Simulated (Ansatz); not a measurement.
Density of states of Bi2Te2Se (R-3m, a = 4.288 Å, b = 4.288 Å, c = 29.879 Å, α = 90.00°, β = 90.00°, γ = 120.00°), in states per eV and primitive cell, averaged over bins of 0.5 eV. Level of theory: DFT PBEsol, scalar-relativistic, plane waves, PAW in Ansatz.

Settings: cutoff 420 eV, Γ-centred mesh 12×12×12 on the computed 5-atom cell, Gaussian smearing of 0.10 eV; no spin polarisation.

The cell is relaxed at this level. The states (both spins) are summed by tetrahedra on a 18×18×18 mesh at the self-consistent density. Energies are bin centres; the table starts no lower than −8 eV and ends at 6 eV, or lower where the solved bands end.

The gap is 0.03 eV at this level, with the zero inside it.

```tsv
E − E_F (eV)	total	Te 5p	Bi 6p	Se 4p	Bi 6s
-5.30	1.16	0.30	0.50	0.33	0.00
-4.80	1.89	0.49	0.79	0.56	0.01
-4.30	2.75	0.92	1.02	0.72	0.02
-3.80	4.23	1.58	1.43	1.06	0.04
-3.30	4.39	1.78	1.40	1.02	0.05
-2.80	4.38	1.97	1.32	0.87	0.08
-2.30	3.81	1.80	1.03	0.77	0.07
-1.80	3.82	2.05	0.70	0.84	0.09
-1.30	4.78	2.66	0.52	1.31	0.15
-0.80	4.35	2.41	0.34	1.19	0.28
-0.30	0.43	0.24	0.06	0.07	0.03
0.20	0.03	0.01	0.01	0.00	0.00
0.70	1.01	0.29	0.56	0.02	0.01
1.20	3.87	1.20	2.22	0.08	0.02
1.70	4.02	1.35	2.21	0.12	0.03
2.20	3.45	1.02	1.87	0.27	0.02
2.70	3.92	0.90	2.02	0.57	0.01
3.20	3.64	0.74	1.74	0.65	0.01
3.70	3.65	0.64	1.25	0.53	0.01
4.20	2.58	0.35	0.63	0.29	0.00
4.70	1.81	0.14	0.24	0.11	0.00
5.20	2.65	0.07	0.09	0.02	0.00
5.70	2.18	0.03	0.04	0.01	0.00
```

The columns after the total are the main Löwdin projections on the occupied valence shells of the potentials; 2 others are left out. The rest of the total lies in those, in shells that are empty in the free atom, which aren't projected, and between the atoms.

Spin-orbit coupling is left out, which matters for the bands of heavy elements.

Whether Bi2Te2Se exists in this form wasn't checked.